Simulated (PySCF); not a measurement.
Functional benchmark on one molecule

Molecule: SMILES CCC(=O)O, C3H6O2.

Geometry:
```
atom   x (Å)   y (Å)   z (Å)
  C1  -1.457   0.193   0.322
  C2  -0.159  -0.578   0.200
  C3   1.042   0.312   0.035
  O4   1.026   1.515   0.013
  O5   2.175  -0.395  -0.086
  H6  -2.307  -0.491   0.456
  H7  -1.427   0.881   1.179
  H8  -1.640   0.802  -0.575
  H9  -0.170  -1.273  -0.656
 H10   0.027  -1.216   1.080
 H11   2.891   0.251  -0.184
```

Geometry PBE0-D3(BJ)/def2-SVP throughout; GIAO in PySCF 2.14.0 with density-fitted response routines, gas phase, one conformer, non-relativistic; equivalent atoms averaged; basis pcSseg-2.

Reference values (measured; solution, not stated per compound (mostly CDCl3 or CCl4); Pretsch, Buehlmann, Badertscher, Structure Determination of Organic Compounds, 4th ed. (2009)): δ(C2) = 28.5 ppm, δ(C1) = 9.6 ppm, δ(H9/H10) = 2.36 ppm, δ(H6/H7/H8) = 1.16 ppm. Computed shifts are taken against TMS, calculated as an isolated molecule at each level.

How do the functionals HF, LDA, PBE, BLYP, BP86, OPBE, KT2, KT3, B97-D, B3LYP, PBE0, mPW1PW91, WP04, B97-2, BHandHLYP, CAM-B3LYP, wB97X-D, LC-wPBE perform against the reference? Times are CPU seconds on shared hosts with different chips, so compare them loosely.

Results:


```
functional                    kind    C2    C1  H9/H10  H6/H7/H8  mean abs. error C  mean abs. error H  core-s
        HF            Hartree–Fock  26.3  10.6    2.15      1.17                1.6               0.11      13
       LDA                     LDA  28.5   7.6    2.50      0.96                1.0               0.17      31
       PBE                     GGA  28.4   9.9    2.44      1.01                0.2               0.11      36
      BLYP                     GGA  29.0  10.7    2.45      1.07                0.8               0.09      36
      BP86                     GGA  28.6  10.0    2.43      1.01                0.3               0.11      36
      OPBE                     GGA  28.0  10.6    2.41      0.99                0.8               0.11      38
       KT2                     GGA  27.0   9.9    2.42      1.02                0.9               0.10      38
       KT3                     GGA  27.4  11.1    2.41      1.06                1.3               0.08      39
     B97-D                     GGA  28.6  11.0    2.42      1.06                0.8               0.08      37
     B3LYP           global hybrid  28.7  10.4    2.37      1.08                0.5               0.05      37
      PBE0           global hybrid  28.0   9.8    2.34      1.04                0.4               0.07      24
  mPW1PW91           global hybrid  28.3  10.0    2.34      1.04                0.3               0.07      24
      WP04           global hybrid  30.7  12.1    2.33      1.10                2.3               0.04      30
     B97-2           global hybrid  28.1  10.5    2.34      1.05                0.6               0.06      31
 BHandHLYP           global hybrid  28.0  10.2    2.29      1.12                0.5               0.05      31
 CAM-B3LYP  range-separated hybrid  28.5   9.7    2.35      1.09                0.0               0.04      48
   wB97X-D  range-separated hybrid  28.6  10.1    2.31      1.05                0.3               0.08      44
   LC-wPBE  range-separated hybrid  28.3   9.5    2.29      1.04                0.1               0.09      49
```

For ¹³C the closest is CAM-B3LYP (0.0 ppm, with LC-wPBE, PBE, BP86, mPW1PW91, wB97X-D practically level) and the furthest WP04 (2.3 ppm).

For ¹H the closest is CAM-B3LYP (0.04 ppm, with WP04, B3LYP, BHandHLYP, B97-2 practically level) and the furthest LDA (0.17 ppm). One molecule is a small sample, and vibrational and solvent effects are absent from the calculation.
